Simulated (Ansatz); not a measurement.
Crystal: SnO2 (Cassiterite).

```
Sn O
1.0
     4.73800    0.00000    0.00000
     0.00000    4.73800    0.00000
     0.00000    0.00000    3.18650
Sn O
2 4
Direct
  0.50000 0.50000 0.50000
  0.00000 0.00000 0.00000
  0.80710 0.19290 0.50000
  0.69290 0.69290 0.00000
  0.19290 0.80710 0.50000
  0.30710 0.30710 0.00000
```

| Item | Value |
| --- | --- |
| Program | Ansatz 0.2.0 |
| Task | single point |
| Functional | PBEsol |
| Potentials or basis | all-electron LAPW, scalar-relativistic |
| Cutoff | 412 eV (chosen from the basis error) |
| Basis error allowed | 0.001 eV/atom |
| k mesh | 6 × 6 × 8 |
| Occupations | fermi-dirac, width 0.05 eV |
| Spin | no spin polarisation |

On this cell: pressure 4.7 GPa; largest force 0.208 eV/Å; band gap on the k mesh 1.19 eV, direct.

The same run follows on a disturbed copy (atoms moved at random, drawn with an rms of 0.05 Å):

```
CELL_PARAMETERS angstrom
4.73800 0.00000 0.00000
0.00000 4.73800 0.00000
0.00000 0.00000 3.18650
ATOMIC_POSITIONS crystal
Sn 0.50136 0.50951 0.49746
Sn 0.99024 0.00615 0.99822
O 0.80742 0.19471 0.50555
O 0.69731 0.69922 0.00342
O 0.20807 0.81229 0.50986
O 0.30845 0.30649 0.98763
```

Task: What changes?

Result: The energy moves by +17.3 meV/atom; pressure 4.7 GPa; largest force 1.694 eV/Å; band gap on the k mesh 1.08 eV, direct.

Forces on the atoms (eV/Å):
```
Sn  -0.243 -0.806 -0.067
Sn   1.596 -0.208  0.526
O   -0.447  0.516 -0.426
O    0.015 -0.295 -0.134
O   -0.997  0.652 -0.397
O    0.075  0.142  0.498
```

Stress tensor (GPa, compression positive):
```
 3.92 -0.19 -0.53
-0.19  4.63 -0.80
-0.53 -0.80  5.50
```

Caveats: spin-orbit coupling is left out, which moves the levels of the heavy elements.

